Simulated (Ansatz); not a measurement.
# CoO (I4/mmm) in Ansatz: notebook

One crystal, CoO, is run at these levels: PBEsol, PBEsol+D3(BJ), PBEsol+D3(BJ)-ATM, PBEsol+D4; tasks: single point, relaxation of cell and atoms.

All numbers are computed with Ansatz 0.2.0; they aren't measurements. Logs are shortened: lines on timing, memory, paths and dates and some standing lists are left out, and cuts for length are marked.

## Step 1: Starting point

Symmetry: I4/mmm, No. 139, tetragonal system. The conventional cell has a = 3.016 Å, b = 3.016 Å, c = 4.214 Å, α = 90.00°, β = 90.00°, γ = 90.00°. Co (site symmetry 4/mmm) is surrounded by 6 O at 2.11 to 2.13 Å. O (site symmetry 4/mmm) is surrounded by 6 Co at 2.11 to 2.13 Å.

## Step 2: Single point, PBEsol, collinear spin, ferromagnetic start

The input, input.yaml:

```yaml
crystal:
  lattice:
    - [-1.508, 1.508, 2.1072475377]
    - [1.508, -1.508, 2.1072475377]
    - [1.508, 1.508, -2.1072475377]
  atoms:
    - { symbol: Co, position: [0.0, 0.0, 0.0], spin: 4.0 }
    - { symbol: O, position: [0.5, 0.5, 0.0] }
hamiltonian:
  xc: pbesol
  pseudopotentials: { kind: paw }
magnetization:
  spin_polarized: true
  initial_magnetization: 4.0
  spin_locking: { lock_magnetization: hard }
kpoints:
  mp_grid: { grid: [10, 10, 10] }
scf:
  occupations: { method: fermi_dirac, width: 0.05 }
  lower_state_search: "off"
output:
  forces: true
  stress: true
  eigenvalues: true
```

Potentials or basis: Ansatz PAW.

Command:

```sh
> ansatz run input.yaml --threads 2 --pin off --max-ram 5632MiB --backend cpu --events-out ev --progress --plain --runs-dir out
```

What it wrote:

```text
Warning: output.stress: scf.convergence.dr2_threshold = 1e-7 eV (the SCF's general default) is looser than the 2e-10 eV advised for a printed stress (1e-10 eV for each atom of the cell: 2). What an SCF threshold leaves in a stress goes as its square root, and in the free energy as the threshold itself, and one threshold admits the most on a small cell: of the crystals measured, under no hybrid functional and no lock of the moments, on runs that ended without the residual-converged pass, on stresses that held no estimate of that error, the worst erred by over 100 MPa in a component at 1e-7 eV an atom and by under 5 at 1e-10. Set scf.convergence.dr2_threshold to 2e-10 eV or tighter. The threshold is an SCF's pass mark: one that does not reach it within its budget of iterations ends unconverged, or closes short of it on a stop that the run arms, and scf.convergence.dr2_threshold's page says what that costs each kind of run
Warning: RAYON_NUM_THREADS=2 ignored (pool sized by the plan → 2); use --threads N
Engine: ansatz 0.2.0, x86_64-unknown-linux-gnu
Pseudopotentials: kind: paw
Pseudopotential: Co, paw, valence charge 17, recommended cutoff 420 eV (normal), Co.paw.azcp
Pseudopotential: O, paw, valence charge 6, recommended cutoff 420 eV (normal), O.paw.azcp
Functional definition: PBEsol
  exchange = pbesol_x
  correlation = pbesol_c
Crystal: 2 atoms, lattice volume = 19.168 Å³
Basis set: ecut = 420 eV, 339 PW (Γ), exchange–correlation on 48×48×48 points (8 copies of the dense FFT grid, shifted against one another)
Bands: 18, of which v1, the nominal top of the filled ones, is band 12 counted from 1 (11 counted from 0)
Symmetry: 16 space group operations
Space group: I4/mmm (ITA 139), of the structure as read, at distance tolerance 2.7e-5 Å
Magnetic group: BNS 139.531 (UNI 1191), of the structure as read, at distance tolerance 2.7e-5 Å
k-points: 102 of 1000
Non-local potential: Co, projectors of the file, l = 0: 3, l = 1: 2, l = 2: 3, l = 3: 1
Non-local potential: O, projectors of the file, l = 0: 2, l = 1: 2, l = 2: 1
PAW form: soft (Blöchl's): semilocal exchange-correlation on the pseudo side does not see the compensation charge
PAW frozen core: Co, regenerated for the run's functional, and the local potential with it (the file was generated under x = pbe(κ = 0.804, μ = 0.2195149727645171), c = pbe(β = 0.06672455060314922))
PAW frozen core: O, regenerated for the run's functional, and the local potential with it (the file was generated under x = pbe(κ = 0.804, μ = 0.2195149727645171), c = pbe(β = 0.06672455060314922))
PAW one-centre angular grid: Co, 590 points (default); XC on 64 Gauss nodes
PAW one-centre angular grid: O, 110 points (default); XC on 64 Gauss nodes
Initial density: superposition of atomic densities (chi_scale 0.1, normalization cell, long waves kept (reshape's long-wave potential 0.00 eV rms))
Starting moments: Σ|m| = 4 μB on 1 of 2 sites
Initial wavefunctions: pseudopotential atomic-orbital guess
Functional: x = pbesol(κ = 0.804, μ = 0.12345679012345678), c = pbesol(β = 0.046)
SCF iter   1: F=—  HF=-5649.910211 eV  |F-HF|=—  |Δ(HF+E_count)|=         —  Δρ=2.20e-1 (↑3.03e-2 ↓2.20e-1)  dr2=6.00e0  dr2_m=2.65e0  M=4.000 μB ∫|m|=4.000 μB  β_m=0.30  ethr=3.10e-3  ⟨swp⟩=5.6  Hψ=15729  notcnv=0
preconditioner: auto → none  [metal: Δε(μ)=0.002 eV  Ē_g=13.955 eV  σ=0.050 eV  W_gap=0.01  n_scr=8 (ndim 8)  ℏωp=32.8 eV  f_vac=0.000  D(μ)=3.98/eV (n_scr^D=64)  sad-step TF]
SCF iter   2: F=—  HF=-5649.439691 eV  |F-HF|=—  |Δ(HF+E_count)|=   4.71e-1  Δρ=5.45e-2 (↑5.45e-2 ↓4.91e-2)  dr2=7.52e-2  dr2_m=3.79e-1  M=4.000 μB ∫|m|=4.000 μB  β_m=0.33  ethr=3.10e-3  ⟨swp⟩=2.9  Hψ=8916  notcnv=0  defer=132
SCF iter   3: F=—  HF=-5649.590359 eV  |F-HF|=—  |Δ(HF+E_count)|=   1.51e-1  Δρ=4.66e-2 (↑3.29e-2 ↓4.66e-2)  dr2=5.47e-2  dr2_m=2.59e-1  M=4.000 μB ∫|m|=4.000 μB  β_m=0.62  ethr=3.27e-4  ⟨swp⟩=2.1  Hψ=7828  notcnv=0  defer=123
SCF iter   4: F=—  HF=-5649.753492 eV  |F-HF|=—  |Δ(HF+E_count)|=   1.63e-1  Δρ=5.43e-3 (↑5.43e-3 ↓3.27e-3)  dr2=3.53e-3  dr2_m=1.75e-3  M=4.000 μB ∫|m|=4.000 μB  β_m=0.81  ethr=2.38e-4  ⟨swp⟩=2.6  Hψ=7362  notcnv=0  defer=123
SCF iter   5: F=—  HF=-5649.756226 eV  |F-HF|=—  |Δ(HF+E_count)|=   2.73e-3  Δρ=2.06e-3 (↑2.06e-3 ↓1.40e-3)  dr2=7.45e-4  dr2_m=2.68e-4  M=4.000 μB ∫|m|=4.000 μB  β_m=0.72  ethr=1.54e-5  ⟨swp⟩=2.0  Hψ=7395  notcnv=0  defer=121
SCF iter   6: F=—  HF=-5649.756044 eV  |F-HF|=—  |Δ(HF+E_count)|=   1.83e-4  Δρ=9.01e-4 (↑3.97e-4 ↓9.01e-4)  dr2=1.39e-4  dr2_m=2.67e-5  M=4.000 μB ∫|m|=4.000 μB  β_m=0.58  ethr=3.24e-6  ⟨swp⟩=2.0  Hψ=5813  notcnv=0  defer=121
SCF iter   7: F=—  HF=-5649.755997 eV  |F-HF|=—  |Δ(HF+E_count)|=   4.66e-5  Δρ=4.20e-4 (↑2.27e-4 ↓4.20e-4)  dr2=2.20e-5  dr2_m=1.52e-5  M=4.000 μB ∫|m|=4.000 μB  β_m=0.79  ethr=6.03e-7  ⟨swp⟩=2.0  Hψ=5072  notcnv=0  defer=121
SCF iter   8: F=—  HF=-5649.756007 eV  |F-HF|=—  |Δ(HF+E_count)|=   9.51e-6  Δρ=2.03e-4 (↑6.73e-5 ↓2.03e-4)  dr2=9.36e-6  dr2_m=9.82e-7  M=4.000 μB ∫|m|=4.000 μB  β_m=0.89  ethr=9.58e-8  ⟨swp⟩=2.2  Hψ=4560  notcnv=0  defer=121
SCF iter   9: F=—  HF=-5649.756006 eV  |F-HF|=—  |Δ(HF+E_count)|=   8.22e-7  Δρ=6.98e-5 (↑1.20e-5 ↓6.98e-5)  dr2=7.57e-7  dr2_m=1.74e-7  M=4.000 μB ∫|m|=4.000 μB  β_m=0.95  ethr=4.07e-8  ⟨swp⟩=1.0  Hψ=3548  notcnv=0  defer=121
SCF iter  10: F=-5649.756006 eV  HF=-5649.756006 eV  |F-HF|=1.61e-8  |Δ(HF+E_count)|=   9.50e-8  Δρ=8.90e-6 (↑6.34e-6 ↓8.90e-6)  dr2=2.20e-8  dr2_m=1.17e-9  M=4.000 μB ∫|m|=4.000 μB  ethr=4.35e-10  ⟨swp⟩=5.4  Hψ=14517  notcnv=0
SCF 1 converged in 10 iterations: F = -5649.756006 eV  dr2 = 2.20e-8
SCF converged after 10 iterations
Stability checked in part: among states of this total moment the steps that led to this state did not find it unstable. No probe was made; neither looks for a lower state of another moment (fixed_total_moment; see scf.lower_state_search)
Magnetization: 4.0000 μB (13.5000 up, 9.5000 down)
Absolute magnetization: 4.0000 μB (∫|ρ↑−ρ↓|, with the PAW one-centre terms)
Spin contamination: 0.0051 ħ² per cell (⟨S²⟩ above its minimum at these occupations)
Per-site moments (μB) at R_I (Å): [(2.891379958809556, 0.86923960930125), (0.6924056371751979, 0.86923960930125)]
Free energy (F): -5649.756006 eV
Harris-Foulkes:  -5649.756006 eV  (|F-HF|=1.61e-8)
Internal energy: -5649.727431 eV  (E = F + TS)
E sigma→0 (E₀):  -5649.741718 eV
Entropy (-TS):   -0.028574 eV (-14.287 meV/atom)
Fermi energy:    16.362722 (↑ 19.619356, ↓ 13.106087) eV
--- Per-component energies (eV) ---
  E_band       = -319.018244
  E_kinetic    = 618.482706
  E_local      = -3392.195474  (includes V_loc(G=0)·N_el)
  E_nonlocal   = 506.136133
  E_hartree    = 1379.279170
  E_xc         = -227.787404
  E_vxc        = -294.299319  (∫ρ·V_xc dr)
  E_paw        = -1631.877201  (= ΣΔE_a)
  E_vpaw       = -515.711821  (= ΣTr[D̂ρ^β])
  E_aug_tail   = 0.002360  (compensation charges beyond the density's cutoff)
  E_ewald      = -2901.991429
  E_core_change = 0.223707  (= ΣΔE_core)
  E_smearing   = -0.028574  (= −TS)
  E_closure    = -0.000000  (closes the sum)
  Σ components = -5649.756006   (vs F -5649.756006, Δ=0.00e0)
--- Forces (eV/Å), atoms counted from 1 ---
  atom   1  Co    -0.00000000    -0.00000000     0.00000000
  atom   2  O      0.00000000     0.00000000     0.00000000
  max |Σ_I F_I| component: 2.36e-29 eV/Å
--- Stress (GPa, compression-positive) ---
       15.364729       0.000000       0.000000
        0.000000      15.364729      -0.000000
        0.000000      -0.000000      16.313638
  P = ⅓ Tr σ = 15.6810 GPa (156.810 kbar)
--- Band table (eV; the first three rows and the last of 204) ---
  k-point 0 ↑: bands = ["-84.2130", "-47.5749", "-47.5358", "-47.5358", "-6.6075", "9.4443", "9.4443", "9.5095", "9.5181", "9.5238", "10.4362", "10.4725", "10.4725", "14.3087", "29.9523", "31.2880", "31.2880", "31.3237"]
  k-point 1 ↑: bands = ["-84.2126", "-47.5763", "-47.5391", "-47.5371", "-6.4684", "8.4073", "9.2484", "9.3179", "9.3686", "9.5463", "10.6393", "10.6851", "10.9448", "15.2832", "28.2171", "30.3263", "30.4145", "31.3862"]
  k-point 2 ↑: bands = ["-84.2114", "-47.5798", "-47.5476", "-47.5404", "-6.1127", "7.1044", "8.9991", "9.0617", "9.1724", "9.6269", "10.8712", "10.9234", "11.1840", "17.2205", "26.5963", "27.4338", "29.2455", "29.4094"]
  k-point 101 ↓: bands = ["-80.7240", "-44.1795", "-44.1453", "-44.1453", "-4.0456", "7.6962", "10.3351", "10.3351", "11.1800", "13.3644", "13.3644", "13.3781", "13.9048", "20.4941", "24.6318", "26.0262", "30.2874", "30.2874"]
```

Run time: 5.3 s. Hardware: 2 threads of AMD EPYC, shared host; peak memory 0.37 GiB.

What came out:

```
Free energy     : -5649.7560 eV
Pressure        : 15.7 GPa
Net moment      : 4.00 μB per cell
Absolute moment : 4.00 μB per cell
Site moments    : Co +2.89; O +0.69 μB
```

Stress tensor (GPa, compression positive):
```
15.36  0.00  0.00
 0.00 15.36  0.00
 0.00  0.00 16.31
```

Caveat: the pressure holds a Pulay correction of +0.8 GPa for the finite cutoff; the total moment is fixed, so each spin has its own Fermi level; a cell with one magnetic atom can't hold antiferromagnetic order, which such compounds often take; the PAW data sets come from PBE, with cores solved anew for the run's functional, which leaves a small shift of forces and pressure; the thresholds are loose for stress.

(Continued in part 2 of 3.)
